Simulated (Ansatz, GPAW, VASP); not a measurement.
## Rb: programs and potentials compared

```xyz
1
Lattice="-2.8025 2.8025 2.8025 2.8025 -2.8025 2.8025 2.8025 2.8025 -2.8025" Properties=species:S:1:pos:R:3 pbc="T T T"
Rb    0.0000    0.0000    0.0000
```

Alike in all runs: task single point; functional PBEsol; k mesh 7 × 7 × 7; occupations gaussian, width 0.1 eV; no spin polarisation; no spin-orbit coupling. Pressure is positive in compression and, in plane waves, holds the error of the finite cutoff, which Ansatz's Pulay term estimates and takes out.

| program and potentials | plane-wave cutoff (eV) | notes | pressure (GPa) |
| --- | --- | --- | --- |
| Ansatz, Ansatz PAW | 420 | potentials made for PBE, which Ansatz adapts in part | -0.06 |
| Ansatz, all-electron LAPW, scalar-relativistic | - | - | -0.06 |
| VASP, PBE PAW files Rb_sv, release 54, 520 eV | 520 | potentials made for PBE | -0.06 |
| GPAW, PAW data sets generated for this functional | 600 | - | -0.08 |

The pressure spans -0.08 (GPAW, PAW data sets generated for this functional) to -0.06 GPa (Ansatz, all-electron LAPW, scalar-relativistic), with all-electron results at -0.06.

Differences between rows come from potentials, basis sets and numerical settings, since the functional is the same but for its coding. Runs on potential files found faulty are left out.
